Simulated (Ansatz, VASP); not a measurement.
# Cross-check of CdTe between VASP and Ansatz, part 2 of 2

Wanted: the spread between two codes on one cell, functional and k mesh. The cell is taken from a series of VASP runs on this material, whose earlier steps may have relaxed, scaled or displaced it; both programs get it as it stands.

VASP 6.6.1 and Ansatz 0.2.0.

So far. Step 2 (Ansatz: single point, LDA): The run ends at a pressure of 0.04 GPa. Step 3 (VASP: single point, LDA): The run ends at a pressure of -0.01 GPa.

## Step 5: VASP: band structure, LDA

Level of this step: LDA; plane waves and PAW (Cd, Te) (VASP).

The same path points are solved in both programs, so levels can be compared one by one.

INCAR reads:

```
SYSTEM = CdTe
PREC = Accurate
ENCUT = 400
EDIFF = 1E-06
NELM = 100
ISMEAR = 0
SIGMA = 0.05
LREAL = .FALSE.
ALGO = Normal
GGA = CA
NBANDS = 21
LORBIT = 11
LWAVE = .FALSE.
LCHARG = .FALSE.
KPAR = 2
```

POSCAR reads:

```
CdTe
1.0
    0.0000000000      3.2050000000      3.2050000000
    3.2050000000      0.0000000000      3.2050000000
    3.2050000000      3.2050000000      0.0000000000
Cd Te
1 1
Direct
    0.0000000000      0.0000000000      0.0000000000
    0.2500000000      0.2500000000      0.2500000000
```

KPOINTS reads:

```
Automatic mesh
0
Gamma
5 5 5
0 0 0
```

KPOINTS_OPT reads:

```
Line mode
16
Line-mode
Reciprocal
  0.00000000   0.00000000   0.00000000 GAMMA
  0.50000000   0.00000000   0.50000000 X

  0.50000000   0.00000000   0.50000000 X
  0.50000000   0.25000000   0.75000000 W

  0.50000000   0.25000000   0.75000000 W
  0.37500000   0.37500000   0.75000000 K

  0.37500000   0.37500000   0.75000000 K
  0.00000000   0.00000000   0.00000000 GAMMA

  0.00000000   0.00000000   0.00000000 GAMMA
  0.50000000   0.50000000   0.50000000 L

  0.50000000   0.50000000   0.50000000 L
  0.62500000   0.25000000   0.62500000 U

  0.62500000   0.25000000   0.62500000 U
  0.50000000   0.25000000   0.75000000 W

  0.50000000   0.25000000   0.75000000 W
  0.50000000   0.50000000   0.50000000 L

  0.50000000   0.50000000   0.50000000 L
  0.37500000   0.37500000   0.75000000 K

  0.62500000   0.25000000   0.62500000 U
  0.50000000   0.00000000   0.50000000 X
```

PAW data sets: Cd and Te (LDA family, release 64).

Launch:

```console
mpirun -np 2 vasp_std
```

Numbers of over 12 decimals in the logs are rounded to 6 here.

Log:

```text
[banner, memory and clock lines left out]
running    2 mpi-ranks, on    1 nodes
[...]
LDA part: xc-table for (Slater(with rela. corr.)+CA(PZ))
 , standard interpolation
 POSCAR, INCAR and KPOINTS ok, starting setup
[...]
entering main loop
       N       E                     dE             d eps       ncg     rms          rms(c)
DAV:   1     0.895208091760E+02    0.89521E+02   -0.71072E+03   444   0.600E+02
DAV:   2    -0.296068406844E+01   -0.92481E+02   -0.87435E+02   470   0.181E+02
DAV:   3    -0.624415358824E+01   -0.32835E+01   -0.32694E+01   490   0.348E+01
DAV:   4    -0.627614965384E+01   -0.31996E-01   -0.31993E-01   541   0.307E+00
[...]
DAV:  10    -0.602742488257E+01    0.93263E-05   -0.77473E-05   498   0.813E-02    0.498E-02
DAV:  11    -0.602742793265E+01   -0.30501E-05   -0.20030E-05   508   0.327E-02    0.288E-02
DAV:  12    -0.602742742039E+01    0.51226E-06   -0.11617E-06   414   0.105E-02
   1 F= -.60274274E+01 E0= -.60274274E+01  d E =-.258223E-19
 Start KPOINTS_OPT (optional k-point list driver)
k-point batch [1-10\160]
       N       E                     dE             ncg
DAV:   1     0.372390419129E+03   -0.94826E+03      428
DAV:   2    -0.625271152923E+03   -0.99766E+03      485
DAV:   3    -0.664026391913E+03   -0.38755E+02      475
DAV:   4    -0.664352166077E+03   -0.32577E+00      532
DAV:   5    -0.664356326281E+03   -0.41602E-02      500
DAV:   6    -0.664356442676E+03   -0.11640E-03      542
DAV:   7    -0.664356445859E+03   -0.31829E-05      465
DAV:   8    -0.664356445953E+03   -0.94223E-07      353
[...]
k-point batch [151-160\160]
       N       E                     dE             ncg
DAV:   1     0.186882021270E+03   -0.50150E+04      444
DAV:   2    -0.719999143661E+03   -0.90688E+03      470
DAV:   3    -0.753224847357E+03   -0.33226E+02      523
DAV:   4    -0.753554352325E+03   -0.32950E+00      570
DAV:   5    -0.753555243245E+03   -0.89092E-03      547
DAV:   6    -0.753555253308E+03   -0.10063E-04      549
DAV:   7    -0.753555253422E+03   -0.11435E-06      483
```

From OUTCAR (step 5):

```text
  Total       -0.0027873     -0.0027873     -0.0027873     -0.0000000      0.0000000     -0.0000000
  in kB       -0.0678233     -0.0678233     -0.0678233     -0.0000000      0.0000000     -0.0000000
  external PRESSURE =      -0.0678233 kB  Pullay stress =       0.0000000 kB

  FREE ENERGIE OF THE ION-ELECTRON SYSTEM (eV)
  ---------------------------------------------------
  free  energy   TOTEN  =        -6.0274274204 eV

  energy  without entropy=       -6.0274274204  energy(sigma->0) =       -6.02742742

[... 2 parts as in an earlier step ...]

[... 2 further parts left out ...]
[key lines of the parts left out:]
E-fermi :   2.7847
```

The run ends at a pressure of -0.01 GPa.

## Step 6: Ansatz: band structure, LDA

The same cell, functional (in two slightly different forms), mesh and smearing now go to Ansatz, which takes its cutoff from its data sets.

The cell is taken from a series of VASP runs on this material, whose earlier steps may have relaxed, scaled or displaced it; both programs get it as it stands.

input.yaml reads:

```yaml
crystal:
  lattice:
    - [0.0, 3.205, 3.205]
    - [3.205, 0.0, 3.205]
    - [3.205, 3.205, 0.0]
  atoms:
    - { symbol: Cd, position: [0.0, 0.0, 0.0] }
    - { symbol: Te, position: [0.25, 0.25, 0.25] }
hamiltonian:
  xc: lda
  pseudopotentials: { kind: paw }
kpoints:
  mp_grid: { grid: [5, 5, 5] }
  band_path:
    path:
      - [0.0, 0.0, 0.0]
      - [0.16667, 0.0, 0.16667]
      - [0.33333, 0.0, 0.33333]
      - [0.5, 0.0, 0.5]
      - [0.5, 0.08333, 0.58333]
      - [0.5, 0.18333, 0.68333]
      - [0.5, 0.25, 0.75]
      - [0.45, 0.3, 0.75]
      - [0.40833, 0.34167, 0.75]
      - [0.35, 0.35, 0.7]
      - [0.225, 0.225, 0.45]
      - [0.075, 0.075, 0.15]
      - [0.03333, 0.03333, 0.03333]
      - [0.23333, 0.23333, 0.23333]
      - [0.4, 0.4, 0.4]
      - [0.51667, 0.46667, 0.51667]
      - [0.55833, 0.38333, 0.55833]
      - [0.60833, 0.28333, 0.60833]
      - [0.60833, 0.25, 0.64167]
      - [0.55833, 0.25, 0.69167]
      - [0.51667, 0.25, 0.73333]
      - [0.5, 0.3, 0.7]
      - [0.5, 0.38333, 0.61667]
      - [0.5, 0.48333, 0.51667]
      - [0.475, 0.475, 0.55]
      - [0.425, 0.425, 0.65]
      - [0.38333, 0.38333, 0.73333]
      - [0.59167, 0.18333, 0.59167]
      - [0.55, 0.1, 0.55]
      - [0.5, 0.0, 0.5]
    npoints: 1
scf:
  occupations: { method: gaussian, width: 0.05 }
  n_extra_bands: 7
output:
  forces: true
  stress: true
  eigenvalues: true
```

Launch:

```console
ansatz run input.yaml --threads 2 --pin off --max-ram 4608MiB --backend cpu --events-out ev --progress --plain --runs-dir out
```

Log:

```text
[...]
Crystal: 2 atoms, lattice volume = 65.844 Å³
Basis set: ecut = 420 eV, 1243 PW (Γ)
Bands: 25, of which v1, the nominal top of the filled ones, is band 18 counted from 1 (17 counted from 0)
Symmetry: 24 space group operations
[...]
k-points: 10 of 125 (time reversal used)
[...]
k-point 0: bands = [... 14 lower, -0.4817, 7.6279, 7.6279, 7.6279, 8.2321, 12.1336, 12.1336, 12.1336, ... 3 higher]
  k-point 1: bands = [... 14 lower, -0.4832, 5.3494, 7.2945, 7.2945, 9.4593, 12.4487, 12.5902, 12.5902, ... 3 higher]
  k-point 2: bands = [... 14 lower, -0.2396, 3.2911, 6.8593, 6.8593, 9.3424, 12.7686, 12.7686, 14.3155, ... 3 higher]
  k-point 9: bands = [... 14 lower, 0.0209, 3.3149, 5.1002, 5.7665, 11.4980, 11.8546, 12.8665, 15.1962, ... 3 higher]
[key lines of the parts left out:]
SCF converged after 6 iterations
Free energy (F): -14945.789294 eV
Fermi energy:    7.932220 eV
P = ⅓ Tr σ = 0.0432 GPa (0.432 kbar)
```

It took 4.1 s on 2 threads of Arm Neoverse N1, shared host; peak memory 0.29 GiB; 7.4 s of CPU time.

## Step 7: Side by side

Both answers:

```csv
quantity,Ansatz,VASP,difference
pressure (GPa),0.04,-0.01,+0.05
gap over the path points (eV),0.604,0.645,-0.041
```

Levels at points of the path, from each program's valence-band top (eV; 4 filled, then empty):

```csv
k (reciprocal lattice),Ansatz,VASP
0.000 0.000 0.000,-8.11 0.00 0.00 0.00 0.60 4.51 4.51,-8.13 0.00 0.00 0.00 0.65 4.47 4.47
0.167 0.000 0.167,-8.10 -1.85 -0.66 -0.66 2.44 3.54 5.50,-8.13 -1.84 -0.66 -0.66 2.47 3.52 5.47
0.333 0.000 0.333,-7.92 -3.66 -1.61 -1.61 2.56 3.01 7.29,-7.94 -3.66 -1.62 -1.62 2.54 3.01 7.29
0.500 0.000 0.500,-7.60 -4.54 -2.00 -2.00 2.38 2.55 8.78,-7.61 -4.55 -2.01 -2.01 2.36 2.53 8.82
0.500 0.083 0.583,-7.58 -4.52 -2.13 -2.10 2.72 2.87 8.07,-7.59 -4.52 -2.14 -2.11 2.71 2.86 8.06
0.500 0.183 0.683,-7.52 -4.45 -2.41 -2.32 3.83 3.84 6.32,-7.53 -4.45 -2.42 -2.33 3.83 3.83 6.31
0.500 0.250 0.750,-7.50 -4.42 -2.49 -2.38 4.26 4.55 5.46,-7.52 -4.43 -2.50 -2.39 4.27 4.54 5.45
0.450 0.300 0.750,-7.52 -4.43 -2.63 -2.08 3.60 4.48 6.05,-7.53 -4.43 -2.64 -2.09 3.60 4.48 6.04
0.408 0.342 0.750,-7.54 -4.44 -2.72 -1.76 2.93 4.45 6.87,-7.55 -4.45 -2.74 -1.77 2.92 4.45 6.86
0.350 0.350 0.700,-7.56 -4.41 -2.81 -1.52 2.84 4.89 7.07,-7.57 -4.41 -2.82 -1.53 2.83 4.89 7.04
```

Among the levels compared at these points, filled levels agree within 25 meV and empty ones within 43 meV. Ansatz's pressure holds a Pulay correction of 0.03 GPa; VASP's holds none.

## Step 8: What came out

```
difference in gap on the k mesh (single point, LDA)          : -0.041 eV
difference in gap over the path points (band structure, LDA) : -0.041 eV
```

**Reading.** The difference in gap on the k mesh is -0.041 eV (single point, LDA), within the 0.08 eV picked in this series as the mark of a large difference. How closely two codes agree says nothing of how well the functional describes the real material.

[Lines on the potential files, build, host, timing and source positions are cut from VASP's logs without a mark.]

[Logs are printed without paths, hosts, clocks, repeated set-up lines and the standing remarks that a program may print on its own settings, such as how far it seeks lower states.]

[Hosts, paths, dates, database ids (printed as entryN), source tags and the programs' standing remarks are cut or masked in the printed files.]
